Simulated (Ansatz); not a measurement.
Ansatz input

```yaml
crystal:
  lattice:
    - [0.0, 1.8112104539, 1.8112104539]
    - [1.8112104539, 0.0, 1.8112104539]
    - [1.8112104539, 1.8112104539, 0.0]
  atoms:
    - { symbol: Cr, position: [0.0, 0.0, 0.0], spin: 1.5 }
hamiltonian:
  xc: pbe
  pseudopotentials:
    kind: paw
    azcp:
      Cr: "pseudopotentials/Cr.paw.azcp"
basis:
  ecutwfc: 420
  fft_grid_basis: typed
kpoints:
  mp_grid: { grid: [24, 24, 24], shift: [0, 0, 0] }
magnetization:
  spin_polarized: true
scf:
  occupations: { method: fermi_dirac, width: 0.05 }
output:
  write_density: true
  write_potential: true
  elf: true
  volumetric_format: npy
```

Terminal output

```
Engine: ansatz 0.2.0, x86_64-unknown-linux-gnu
Pseudopotentials: kind: paw
Pseudopotential: Cr, paw, valence charge 14, recommended cutoff 420 eV (normal) 
Functional definition: PBE
  parameter kappa = 0.804
  parameter beta = 0.06672455060314922
  exchange = pbe_x(kappa = kappa, mu = beta*pi^2/3)
  correlation = pbe_c(beta = beta)
Crystal: 1 atoms, lattice volume = 11.883 Å³
Basis set: ecut = 420 eV, 259 PW (Γ)
Bands: 12, of which v1, the nominal top of the filled ones, is band 7 counted from 1 (6 counted from 0)
Symmetry: 48 space group operations
Space group: Fm-3m (ITA 225), of the structure as read, at distance tolerance 2.3e-5 Å
Magnetic group: BNS 225.116 (UNI 1618), of the structure as read, at distance tolerance 2.3e-5 Å
k-points: 413 of 13824
Non-local potential: Cr, projectors of the file, l = 0: 3, l = 1: 2, l = 2: 3, l = 3: 1
PAW form: soft (Blöchl's): semilocal exchange-correlation on the pseudo side does not see the compensation charge
PAW one-centre angular grid: Cr, 590 points (default); XC on 64 Gauss nodes
Initial density: superposition of atomic densities (chi_scale 0.1, normalization cell)
Starting moments: Σ|m| = 1.5 μB on 1 of 1 site
Initial wavefunctions: pseudopotential atomic-orbital guess
Functional: x = pbe(κ = 0.804, μ = 0.2195149727645171), c = pbe(β = 0.06672455060314922)
SCF iter   1: F=—  HF=-3379.771775 eV  |F-HF|=—  |Δ(HF+E_count)|=         —  Δρ=2.09e-1 (↑2.09e-1 ↓6.29e-2)  dr2=5.42e0  dr2_m=1.09e0  M=0.293 μB ∫|m|=0.293 μB  β_m=0.30  ethr=3.10e-3  ⟨swp⟩=3.9  Hψ=46436  notcnv=0
Mixer restart at iter 1: flushing history
SCF iter   2: F=—  HF=-3377.518697 eV  |F-HF|=—  |Δ(HF+E_count)|=    2.25e0  Δρ=7.78e-2 (↑7.78e-2 ↓5.28e-2)  dr2=2.42e-1  dr2_m=4.08e-1  M=0.371 μB ∫|m|=0.371 μB  β_m=0.36  ethr=3.10e-3  ⟨swp⟩=2.0  Hψ=26168  notcnv=0  defer=275
SCF iter   3: F=—  HF=-3377.371202 eV  |F-HF|=—  |Δ(HF+E_count)|=   1.47e-1  Δρ=4.12e-2 (↑3.97e-2 ↓4.12e-2)  dr2=2.17e-2  dr2_m=1.64e-1  M=0.304 μB ∫|m|=0.304 μB  β_m=0.67  ethr=1.73e-3  ⟨swp⟩=2.0  Hψ=16149  notcnv=0  defer=255
SCF iter   4: F=—  HF=-3377.349850 eV  |F-HF|=—  |Δ(HF+E_count)|=   2.14e-2  Δρ=8.78e-3 (↑8.64e-3 ↓8.78e-3)  dr2=7.66e-4  dr2_m=7.90e-3  M=0.076 μB ∫|m|=0.077 μB  β_m=0.83  ethr=1.55e-4  ⟨swp⟩=2.4  Hψ=19324  notcnv=0  defer=255
SCF iter   5: F=—  HF=-3377.348627 eV  |F-HF|=—  |Δ(HF+E_count)|=   1.22e-3  Δρ=2.50e-3 (↑2.50e-3 ↓2.47e-3)  dr2=2.19e-5  dr2_m=6.48e-4  M=-0.020 μB ∫|m|=0.020 μB  β_m=0.80  ethr=5.47e-6  ⟨swp⟩=2.0  Hψ=17413  notcnv=0  defer=255
SCF iter   6: F=—  HF=-3377.348679 eV  |F-HF|=—  |Δ(HF+E_count)|=   5.23e-5  Δρ=5.16e-4 (↑2.69e-4 ↓5.16e-4)  dr2=3.52e-5  dr2_m=6.81e-6  M=-0.003 μB ∫|m|=0.003 μB  β_m=0.90  ethr=1.57e-7  ⟨swp⟩=2.0  Hψ=15543  notcnv=0  defer=255
SCF iter   7: F=—  HF=-3377.348689 eV  |F-HF|=—  |Δ(HF+E_count)|=   9.69e-6  Δρ=3.89e-5 (↑3.89e-5 ↓3.82e-5)  dr2=3.82e-7  dr2_m=4.37e-8  M=-0.000 μB ∫|m|=0.000 μB  β_m=0.95  ethr=1.57e-7  ⟨swp⟩=2.6  Hψ=14600  notcnv=0  defer=255
SCF iter   8: F=—  HF=-3377.348689 eV  |F-HF|=—  |Δ(HF+E_count)|=   2.05e-7  Δρ=3.36e-6 (↑3.36e-6 ↓2.58e-6)  dr2=6.68e-10  dr2_m=7.69e-10  M=-0.000 μB ∫|m|=0.000 μB  β_m=0.98  ethr=2.73e-9  ⟨swp⟩=2.1  Hψ=12913  notcnv=0  defer=255
SCF iter   9: F=—  HF=-3377.348689 eV  |F-HF|=—  |Δ(HF+E_count)|=   2.56e-9  Δρ=1.51e-6 (↑1.40e-6 ↓1.51e-6)  dr2=1.44e-12  dr2_m=2.30e-10  M=-0.000 μB ∫|m|=0.000 μB  β_m=0.99  ethr=4.77e-12  ⟨swp⟩=2.1  Hψ=15436  notcnv=0  defer=255
SCF iter  10: F=—  HF=-3377.348689 eV  |F-HF|=—  |Δ(HF+E_count)|=  6.82e-12  Δρ=6.19e-8 (↑6.19e-8 ↓3.82e-8)  dr2=8.51e-13  dr2_m=5.81e-14  M=-0.000 μB ∫|m|=0.000 μB  β_m=0.99  ethr=1.00e-12  ⟨swp⟩=1.0  Hψ=9912  notcnv=0  defer=255
SCF iter  11: F=-3377.348689 eV  HF=-3377.348689 eV  |F-HF|=0.00e0  |Δ(HF+E_count)|=  9.09e-13  Δρ=3.00e-8 (↑1.36e-8 ↓3.00e-8)  dr2=1.66e-13  dr2_m=1.32e-14  M=-0.000 μB ∫|m|=0.000 μB  ethr=1.00e-12  ⟨swp⟩=2.1  Hψ=26703  notcnv=0
SCF 1 converged in 11 iterations: F = -3377.348689 eV  dr2 = 1.66e-13
WARN: the starting moments were not kept: the SCF closed with an absolute magnetisation of 4.1e-7 μB, where they sum to 1.5 μB in size (1 site). That is at most 0.1 of that sum. Measured as dr2_m measures the in/out step, that magnetisation stands 1.5e-13 eV from none, at or under the dr2_threshold of 1.0e-7 eV: it is no larger than a step whose dr2_m would equal this threshold. The system may hold no moment; this SCF shows only that its start led to no more than that. To try another start: raise the starting moments (crystal.atoms[].spin, magnetization.per_species, magnetization.initial_magnetization, or on a non-collinear deck that types none of these the spinor_matrix: blocks that start its atoms; where the total moment is fixed, keep their sum and leave initial_magnetization as it is; typed ones take the place of any that the run laid by itself, positive ones on a crystal's lanthanoids without a Hubbard term where scf.initial_density.shell_occupations: [] is typed) or, if the notice of its spin-set hold's release reads "site moments contracting" or "site moments show no strong build", lengthen the hold (scf.mixing.spin_hold: { on: { confirm: 4 } }; for m-r²SCAN on two components see the key's manual first). Each may lead to a state that holds a moment. A second SCF, from the converged charge density, with the starting moments and any scf.initial_density.shell_occupations laid on it anew, would have followed, and was not run: the deck does not ask for one (magnetization.retry_lost_moments is false, the default). To let it run, set magnetization.retry_lost_moments: true and run the deck again, where that key's refused combinations let it; where memory then withholds it, that run's warning says so.
SCF converged after 11 iterations
Magnetization: -0.0000 μB (7.0000 up, 7.0000 down)
Absolute magnetization: 0.0000 μB (∫|ρ↑−ρ↓|)
Spin contamination: 0.0000 ħ² per cell (⟨S²⟩ above its minimum at these occupations)
Per-site moments (μB) at R_I (Å): [(-3.8107949055652915e-7, 1.0565933351396402)]
Free energy (F): -3377.348689 eV
Harris-Foulkes:  -3377.348689 eV  (|F-HF|=0.00e0)
Internal energy: -3377.333436 eV  (E = F + TS)
E sigma→0 (E₀):  -3377.341062 eV
Entropy (-TS):   -0.015252 eV (-15.252 meV/atom)
Fermi energy:    18.556094 eV
--- Per-component energies (eV) ---
  E_band       = -150.996277
  E_kinetic    = 343.243969
  E_local      = -1201.892339  (includes V_loc(G=0)·N_el)
  E_nonlocal   = 78.965705
  E_hartree    = 523.387737
  E_xc         = -139.934623
  E_vxc        = -178.530339  (∫ρ·V_xc dr)
  E_paw        = -1195.006460  (= ΣΔE_a)
  E_vpaw       = -239.559155  (= ΣTr[D̂ρ^β])
  E_aug_tail   = 0.000389  (compensation charges beyond the density's cutoff)
  E_ewald      = -1786.097814
  E_smearing   = -0.015252  (= −TS)
  E_closure    = 0.000000  (closes the sum)
  Σ components = -3377.348689   (vs F -3377.348689, Δ=0.00e0)
--- Band table (eV; the first three rows and the last of 826) ---
  k-point 0 ↑: bands = ["-52.9206", "-23.7600", "-23.7600", "-23.7600", "11.0186", "18.1325", "18.1325", "18.1325", "19.9014", "19.9014", "38.3417", "43.9242"]
  k-point 1 ↑: bands = ["-52.9176", "-23.7749", "-23.7619", "-23.7619", "11.0893", "18.0982", "18.1566", "18.1566", "19.8876", "19.8876", "38.3656", "43.2138"]
  k-point 2 ↑: bands = ["-52.9090", "-23.8186", "-23.7674", "-23.7674", "11.2986", "18.0010", "18.2237", "18.2237", "19.8523", "19.8523", "38.3867", "41.8195"]
  k-point 412 ↓: bands = ["-52.6887", "-24.3068", "-24.3068", "-24.0705", "15.6608", "17.0124", "17.0124", "19.6481", "21.4247", "28.4826", "28.4826", "30.6179"]
```

Launched by

```sh
ansatz run input.yaml --threads 1 --pin off --max-ram 3584MiB --backend cpu --events-out ev --progress --plain --runs-dir out
```

On 1 thread of Intel(R) Xeon(R) Platinum 8259CL CPU @ 2.50GHz (Skylake/Cascade Lake) (shared host) this took about 21 s of wall time and 20 s of CPU time.
